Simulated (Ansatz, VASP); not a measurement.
# BN in VASP and in Ansatz

Contents of POSCAR:

```
BN
1.0
    2.5439493142      0.0000000000      0.0000000000
   -1.2719746571      2.2031247321      0.0000000000
    0.0000000000      0.0000000000      3.9885895243
B N
2 2
Direct
    0.6666666667      0.3333333333     -0.0008170296
    0.3333333333      0.6666666667      0.4991829704
    0.6666666667      0.3333333333      0.3758170296
    0.3333333333      0.6666666667      0.8758170296
```

INCAR.step1

```
PREC     = Accurate       # precision mode
ENCUT    = 520            # plane-wave cutoff, eV
ISMEAR   = 0              # smearing method
SIGMA    = 0.01           # smearing width, eV
LREAL    = F              # projectors in reciprocal space
LASPH    = T              # aspherical terms in the spheres
NELM     = 80             # most SCF steps
NBANDS   = 16             # bands
GGA      = PE             # functional
ALGO     = Normal         # electronic algorithm
EDIFF    = 1E-4           # SCF threshold, eV
LWAVE    = T              # write WAVECAR
LCHARG   = F              # write CHGCAR
```

The input INCAR.step2:

```
PREC     = Accurate       # precision mode
ENCUT    = 520            # plane-wave cutoff, eV
EDIFF    = 1E-6           # SCF threshold, eV
ISMEAR   = 0              # smearing method
SIGMA    = 0.01           # smearing width, eV
LREAL    = F              # projectors in reciprocal space
LASPH    = T              # aspherical terms in the spheres
NELM     = 80             # most SCF steps
ALGO     = Normal         # electronic algorithm
ISIF     = 2              # what is computed and relaxed
LWAVE    = F              # write WAVECAR
LCHARG   = T              # write CHGCAR
METAGGA  = R2SCAN         # meta-GGA
LMIXTAU  = T            
LELF     = T              # ELF
LVHAR    = T            
NBANDS   = 16             # bands
ISTART   = 1
```

The input KPOINTS:

```
Automatic mesh
0
Gamma
  12 12 6
```

Input for Ansatz:

```yaml
crystal:
  lattice:
    - [2.5439493142, 0.0, 0.0]
    - [-1.2719746571, 2.2031247321, 0.0]
    - [0.0, 0.0, 3.9885895243]
  atoms:
    - { symbol: B, position: [0.6666666667, 0.3333333333, -0.0008170296] }
    - { symbol: B, position: [0.3333333333, 0.6666666667, 0.4991829704] }
    - { symbol: "N", position: [0.6666666667, 0.3333333333, 0.3758170296] }
    - { symbol: "N", position: [0.3333333333, 0.6666666667, 0.8758170296] }
kpoints:
  mp_grid: { grid: [12, 12, 6] }
  band_path:
    path:
      - [0.0, 0.0, 0.0]
      - [0.5, 0.0, 0.0]
      - [0.3333333333, 0.3333333333, 0.0]
      - [0.0, 0.0, 0.5]
      - [0.5, 0.0, 0.5]
      - [0.3333333333, 0.3333333333, 0.5]
      - [0.1, 0.0, 0.0]
    npoints: 1
hamiltonian:
  xc: r2scan
scf:
  occupations: { method: fixed }
  n_extra_bands: 5
output:
  forces: true
  stress: true
  eigenvalues: true
  write_density: true
  write_potential: true
  elf: true
  volumetric_format: npy
```

Change from the starting cell: uniaxial_z strain -5.2%.

Alike in both runs: task single point; functional r2SCAN; k mesh 12 × 12 × 6; no spin polarisation.

|  | VASP | Ansatz |
| --- | --- | --- |
| version | VASP 6.6.1 | Ansatz 0.2.0 |
| potentials or method | VASP PAW PBE potentials, release 64 (B, N) | plane waves, PAW |
| plane-wave cutoff (eV) | 520 | 500 |
| occupations | gaussian, width 0.01 eV | fixed |
| valence electrons in the cell | 16 | 16 |

```csv
,VASP,Ansatz,Ansatz less VASP
gap on the k mesh at the Fermi level (eV),5.97,6.01,+0.039
pressure (GPa),26.1,24.8,-1.35
largest component of the traceless stress (GPa),41.62,41.42,-0.205
rms of the force components (eV/Å),0.007,0.002,-0.0053
```

Atom by atom the forces differ by 0.005 eV/Å (rms over components).

Caveats: so large a pressure means that the cell lies far from this level's equilibrium, or that cutoff or potentials fall short (VASP); the potentials were made for another functional, which shifts forces and pressure (VASP). A k mesh can miss the band edges.
